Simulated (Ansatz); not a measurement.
## Ti — ⁴⁷Ti nuclear quadrupole resonance

Cell: a structure deposited in the COD (listed for 4.0 GPa), whose atoms a relaxation with PBE at fixed cell left in place.

```
Ti
1.0
     4.60000    0.00000    0.00000
    -2.30000    3.98372    0.00000
     0.00000    0.00000    2.82000
Ti
3
Direct
  0.00000 0.00000 0.00000
  0.33333 0.66667 0.50000
  0.66667 0.33333 0.50000
```

Atom numbers follow the list; atoms alike are taken as one site, whose name carries the number of the first.

Level of theory: DFT, PBE, plane waves and PAW (field gradients read without the response of the frozen cores, which leaves them typically 4 to 6 % off), scalar-relativistic, 420 eV cutoff, Γ-centred 7×7×10 k-points, Fermi–Dirac smearing 0.05 eV (Ansatz 0.2.0).

⁴⁷Ti: I = 5/2, Q = 302.0 mb (year-2017 value). Static lattice, zero field.

**Question.** At which frequencies do the ⁴⁷Ti NQR lines lie?

**Answer.** For I = 5/2 and η = 0 the lines are 3|C_Q|/20 and twice that; η pulls their ratio below 2.

| site | atoms | V_zz (10²¹ V/m²) | C_Q (MHz) | η | line frequencies (MHz) |
| --- | --- | --- | --- | --- | --- |
| Ti1 | 1 | -1.76 | -12.8 | 0.00 | 1.92, 3.85 |
| Ti2 | 2, 3 | -1.05 | -7.64 | 0.00 | 1.15, 2.29 |

**Question.** And for Ti-49 (I = 7/2, Q = 247.0 mb) on Ti1?

**Answer.** C_Q scales with Q to -10.5 MHz, with lines at 0.749, 1.50, 2.25 MHz.

An axis of threefold or higher order runs through Ti1 and Ti2, so V_zz lies along it and η is zero.

The run finds no gap above 0.1 eV (a metal, or nearly one), so the gradients can move by 10 % or more with the k-mesh.
